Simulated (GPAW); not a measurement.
# Cr (P6_3/mmc) in GPAW: equation of state

How stiff is Cr in PBE, and what volume does it want? The cell is scaled to several volumes.

Program: GPAW 26.7.0. These are calculated values, not measurements. Logs are shortened: lines on timing, memory, paths and dates and some standing lists are left out, and cuts for length are marked. The log counts tension as positive stress, the text compression.

## Step 1: The crystal as given

Symmetry: P6_3/mmc, No. 194, hexagonal system. Conventional cell: a = 2.714 Å, b = 2.714 Å, c = 4.410 Å, α = 90.00°, β = 90.00°, γ = 120.00°. Cr (site symmetry -6m2) is surrounded by 12 Cr at 2.71 Å.

This isn't the form of Cr at room conditions, which is bcc.

## Step 2: Equation of state, PBE, collinear spin, ferromagnetic start

File run.py:

```python
from ase.eos import EquationOfState
from ase.io import Trajectory, read
from ase.units import GPa
from gpaw import GPAW, PW

atoms = read('POSCAR')
atoms.set_initial_magnetic_moments([3.0, 3.0])

traj = Trajectory('eos.traj', 'w')
volumes, energies = [], []
for x in [0.94, 0.96, 0.98, 1.0, 1.02, 1.04, 1.06]:
    a = atoms.copy()
    a.set_cell(atoms.cell * x**(1 / 3), scale_atoms=True)
    calc = GPAW(mode=PW(600),
                xc='PBE',
                kpts={'size': (11, 11, 6), 'gamma': True},
                occupations={'name': 'fermi-dirac', 'width': 0.05},
                nbands=17,
                convergence={'density': 1e-05, 'energy': 1e-05},
                maxiter=150,
                txt=f'eos-{x:.2f}.txt')
    a.calc = calc
    energies.append(a.get_potential_energy(force_consistent=True))
    volumes.append(a.get_volume())
    p = -a.get_stress()[:3].mean() / GPa
    calc.write(f'eos-{x:.2f}.gpw')
    traj.write(a)
    print(f'{x:.2f} {volumes[-1]:10.4f} A^3 {energies[-1]:14.6f} eV {p:9.3f} GPa', flush=True)

v0, e0, B = EquationOfState(volumes, energies, eos='birchmurnaghan').fit()
print(f'V0 = {v0:.4f} A^3, E0 = {e0:.6f} eV, B0 = {B / GPa:.2f} GPa')
```

File POSCAR:

```
Cr
1.0
    2.7140000000      0.0000000000      0.0000000000
   -1.3570000000      2.3503929459      0.0000000000
    0.0000000000      0.0000000000      4.4100000000
Cr
2
Direct
    0.6666666667      0.3333333333      0.7500000000
    0.3333333333      0.6666666667      0.2500000000
```

Potentials or basis: GPAW PAW data sets (gpaw-data 1.2.1), pw.

Started as:

```
$ OMP_NUM_THREADS=1 python run.py
```

What it wrote:

```text
__  _  _
 | _ |_)|_||  |
 |__||  | ||/\| - 26.7.0

Input parameters:
  mode=PW(ecut=600.0),
  convergence={'density': 1e-05, 'energy': 1e-05},
  kpts=MonkhorstPack(size=(11, 11, 6), gamma=True),
  maxiter=150,
  nbands=17,
  occupations=Occupations(name='fermi-dirac', width=0.05),
  xc=XC(name='PBE')

Diagonalizing LCAO Hamiltonian
Converting LCAO to pw mode

          Cr

        Cr

Atoms  # Å, Bohr magnetons
|   | symbol |         x |        y |        z |    initial magnetic moments |
|---|--------|-----------|----------|----------|-----------------------------|
| 0 |     Cr |  1.329298 | 0.767471 | 3.239981 | ( 0.0000,  0.0000,  3.0000) |
| 1 |     Cr | -0.000000 | 1.534942 | 1.079994 | ( 0.0000,  0.0000,  3.0000) |

Unit cell  # Å
| periodic |         x |        y |        z |  lengths |     angles |
|----------|-----------|----------|----------|----------|------------|
|      yes |  2.658597 | 0.000000 | 0.000000 | 2.658597 |  90.000000 |
|      yes | -1.329298 | 2.302412 | 0.000000 | 2.658597 |  90.000000 |
|      yes |  0.000000 | 0.000000 | 4.319975 | 4.319975 | 120.000000 |

Number of symmetries: 12
Symmetry operations  # r_c * U_cc + t_c -> r_c
|    | kind |            matrix            |
|----|------|------------------------------|
|  0 |  σ   |  1, 1, 0,  0,-1, 0,  0, 0, 1 |
|  1 |  S6  |  1, 1, 0, -1, 0, 0,  0, 0,-1 |
|  2 |  E   |  1, 0, 0,  0, 1, 0,  0, 0, 1 |
|  3 |  C2  |  1, 0, 0, -1,-1, 0,  0, 0,-1 |
|  4 |  C2  |  0, 1, 0,  1, 0, 0,  0, 0,-1 |
|  5 |  C3  |  0, 1, 0, -1,-1, 0,  0, 0, 1 |
|  6 |  S6  |  0,-1, 0,  1, 1, 0,  0, 0,-1 |
|  7 |  σ   |  0,-1, 0, -1, 0, 0,  0, 0, 1 |
|  8 |  σ   | -1, 0, 0,  1, 1, 0,  0, 0, 1 |
|  9 |  i   | -1, 0, 0,  0,-1, 0,  0, 0,-1 |
| 10 |  C3  | -1,-1, 0,  1, 0, 0,  0, 0, 1 |
| 11 |  C2  | -1,-1, 0,  0, 1, 0,  0, 0,-1 |

BZ-sampling:
  Number of BZ points: 726
  Number of IBZ points: 84

  Monkhorst-Pack size: [11, 11, 6]
  Monkhorst-Pack shift: [0.0, 0.0, 0.08333333333333333]

K-points  # in reciprocal-cell coordinates
|     |                                coordinates |     weight |
|-----|--------------------------------------------|------------|
|   0 | (  0.00000000,   0.00000000,   0.00000000) | 0.00137741 |
|   1 | (  0.00000000,   0.00000000,   0.16666667) | 0.00275482 |
|   2 | (  0.00000000,   0.00000000,   0.33333333) | 0.00275482 |
|   3 | (  0.00000000,   0.00000000,   0.50000000) | 0.00137741 |
|   4 | (  0.09090909,   0.00000000,  -0.33333333) | 0.00826446 |
|   5 | (  0.09090909,   0.00000000,  -0.16666667) | 0.00826446 |
|   6 | (  0.09090909,   0.00000000,   0.00000000) | 0.00826446 |
|   7 | (  0.09090909,   0.00000000,   0.16666667) | 0.00826446 |
|   8 | (  0.09090909,   0.00000000,   0.33333333) | 0.00826446 |
|   9 | (  0.09090909,   0.00000000,   0.50000000) | 0.00826446 |
| ... |                                            |            |
|  83 | (  0.45454545,   0.45454545,   0.50000000) | 0.00826446 |

Plane wave coefficients: 905
Cutoff: 600.0 eV

Spin-components: 2 (collinear spins)
Bands:           17
Projectors:      12
Spin-degeneracy: 1
Datatype:        complex128

Density:
  Valence electrons: 12.0
  Components: 2
  Grid points: [16 16 25]
  Charge: 0.0  # |e|

Potential:
  Grid points: [16 16 25]

species:
  Cr:
    name:    Chromium
    Z:       24.0
    valence: 6
    core:    18
    charge:  0.0  # [|e|]
    compensation charges:
      type: gauss
      rc: 0.35  # [Å]
      lmax: 2
    cutoffs:
      filter: 2.14  # [Å]
      core: 3.04  # [Å]
    projectors
    | kind |    occ | energy [eV] | rcut [Å] |
    |------|--------|-------------|----------|
    |   4s |  1.000 |      -4.007 |    1.164 |
    |   4p |  0.000 |      -0.989 |    1.217 |
    |   3d |  5.000 |      -2.913 |    1.111 |
    |    s |        |      23.205 |    1.164 |
    |    p |        |      26.223 |    1.217 |
    |    d |        |      24.299 |    1.111 |

    Using partial waves for Cr as LCAO basis

Reference energy: -57164.754899  # eV

eigensolver:
  PPCG
  Converge bands: occupied
  niter=2

density mixing:
  MSR1-Mixer
  Pratt-step length: 0.05
  Maximum mixing coefficient: 0.75
  Old densities: 10
  SVD Regularization: 0.005
  Good broyden scale: 1.0
  Trust region scale: 1.0
  Backstep threshold: 4.0
  History deletion threshold: 6.0
  Fourier metric: weight=20.0, sigma=0.015

occupation numbers:
  Fermi-Dirac:
    width: 0.0500  # eV

poisson solver:
  ecut: 4800.0  # eV

xc functional:
  name: PBE with 2 nearest neighbor stencil

convergence criteria:
- Maximum integral of absolute [dens]ity change: 1e-05 electrons / valence electron
- Maximum [total energy] change in last 3 cyles: 1e-05 eV / valence electron
- Maximum integral of absolute [eigenst]ate change: 4e-08 eV^2 / valence electron
maximum number of iterations: 150

SCF iterations
|iter     | |      energy | eigst |  dens |  magmom |
|---------|-|-------------|-------|-------|---------|
|iter:   1| |  -17.049257 | -0.06 |       |  +5.9956|
|iter:   2| |  -17.077860 | -1.91 | -0.62 |  +5.8892|
|iter:   3| |  -17.494299 | -1.59 | -0.64 |  +4.3344|
|iter:   4| |  -17.659039 | -1.80 | -0.92 |  +2.7312|
|iter:   5| |  -17.692361 | -2.46 | -1.45 |  +2.3500|
|iter:   6| |  -17.703648 | -2.32 | -1.52 |  +1.5600|
|iter:   7| |  -17.708990 | -2.49 | -1.62 |  +1.2298|
|iter:   8| |  -17.711286 | -2.97 | -1.97 |  +1.2070|
|iter:   9| |  -17.711518 | -4.03 | -2.48 |  +1.2300|
|iter:  10| |  -17.711701 | -4.85 | -2.73 |  +1.2621|
|iter:  11| |  -17.711888 | -5.15 | -3.04 |  +1.2987|
|iter:  12| |  -17.711934 | -6.02 | -3.48 |  +1.3089|
|iter:  13| |  -17.711960c| -6.37 | -3.76 |  +1.3150|
|iter:  14| |  -17.711974c| -6.71 | -4.10 |  +1.3185|
|iter:  15| |  -17.711978c| -7.46c| -4.61 |  +1.3196|
|iter:  16| |  -17.711977c| -8.03c| -5.41c|  +1.3195|

Converged in 16 steps
Energy contributions relative to reference atoms: (reference = -57164.754899)

Energy contributions:
  Kinetic:         -43.640588
  Coulomb:          29.837355
  Zero:              0.363046
  External:          0.000000
  Xc:               -4.253526
  Entropy:          -0.036530
  Spinorbit:         0.000000
  ----------------------------
  Free energy:     -17.730242
  Extrapolated:    -17.711977

dipole moment: (0.000014, 0.000025, 0.000047)  # |e|*Ang

Total magnetic moment: (0.000000, 0.000000, 1.319478)

Local magnetic moments
|        x |        y |        z |
|----------|----------|----------|
| 0.000000 | 0.000000 | 0.585484 |  # Cr   0
| 0.000000 | 0.000000 | 0.585484 |  # Cr   1

Fermi level: 9.258
Eigenvalues  # (at kpt = [0.000, 0.000, 0.000])
| band index |      eig [eV] | occ [0-1] |      eig [eV] | occ [0-1] |
|------------|---------------|-----------|---------------|-----------|
|          0 |         2.024 |     1.000 |         2.261 |     1.000 |
|          1 |         5.627 |     1.000 |         5.969 |     1.000 |
|          2 |         8.657 |     1.000 |         9.146 |     0.903 |
|          3 |         8.657 |     1.000 |         9.210 |     0.722 |
|          4 |         8.696 |     1.000 |         9.210 |     0.722 |
|          5 |         9.054 |     0.983 |         9.621 |     0.001 |
|          6 |         9.054 |     0.983 |         9.621 |     0.001 |
|          7 |         9.530 |     0.004 |        10.072 |     0.000 |
|          8 |         9.530 |     0.004 |        10.164 |     0.000 |
|          9 |         9.856 |     0.000 |        10.164 |     0.000 |
|         10 |        10.864 |     0.000 |        11.520 |     0.000 |
|         11 |        10.864 |     0.000 |        11.520 |     0.000 |
|         12 |        17.253 |     0.000 |        17.666 |     0.000 |
|         13 |        19.381 |     0.000 |        19.795 |     0.000 |
|        ... |               |           |               |           |
|         16 |        19.599 |     0.000 |        19.964 |     0.000 |

No gap
No difference between direct/indirect transitions

Stress tensor  # eV/Ang^3
|        x |         y |         z |
|----------|-----------|-----------|
| 0.134170 |  0.000000 |  0.000000 |
| 0.000000 |  0.134170 | -0.000000 |
| 0.000000 | -0.000000 |  0.092339 |

# Writing to eos-0.94.gpw (mode='')
```

Wall time 7.4 min (1 thread of Arm Neoverse V1, shared host); peak memory 0.3 GiB.

What came out:

| Property | Result |
| --- | --- |
| Equilibrium volume | 12.16 Å³/atom (rough: see the caveat) |
| Bulk modulus at fixed shape and positions | 308 GPa (rough) |

Energy against volume, from the lowest point:
```csv
volume (Å³/atom),energy (meV/atom)
13.222,0.00
13.503,34.87
13.784,73.73
14.066,115.94
14.347,160.44
14.628,206.16
14.910,253.02
```

Caveat: the fit is doubtful: noisy points or a state that changes with volume; the minimum lies outside the volumes run; the cell was scaled at fixed shape and fractional positions, which overstates the stiffness of a crystal with free parameters, most of all of layers and chains.
